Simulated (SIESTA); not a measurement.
MgO:

```
CELL_PARAMETERS angstrom
0.00000 2.09700 2.09700
2.09700 0.00000 2.09700
2.09700 2.09700 0.00000
ATOMIC_POSITIONS crystal
Mg 0.00000 0.00000 0.00000
O 0.50000 0.50000 0.50000
```

The cell is a database's computed one.

Base run:

```yaml
Program: SIESTA 5.4.2
Functional: PBEsol
Potentials_or_basis: PseudoDojo 0.4 standard (PBEsol files)
Basis: DZP (energy shift 0.003 Ry; two zetas on semicore shells)
Grid_cutoff: 800 Ry
Energy_shift: 0.003 Ry
k_mesh: 11 × 11 × 11
Occupations: fermi-dirac, width 0.05 eV
Spin: no spin polarisation
```

Its results: band gap on the k mesh 4.68 eV, direct; pressure 5.7 GPa.

Question: The run is repeated on the same cell with these changes: functional from PBEsol to PBE; potentials or basis from PseudoDojo 0.4 standard (PBEsol files) to PseudoDojo 0.4 standard (PBE files). What comes out?

Answer: Band gap on the k mesh 4.76 eV, direct; pressure 10.5 GPa.

Caveats: the basis of atomic orbitals isn't converged, which shifts pressures, moduli and gaps; the basis holds too few empty states to meet the f-sum rule, so the spectrum is short of weight at high energy (some runs); an odd mesh through Γ misses points on the zone boundary, where band edges often lie (some runs).
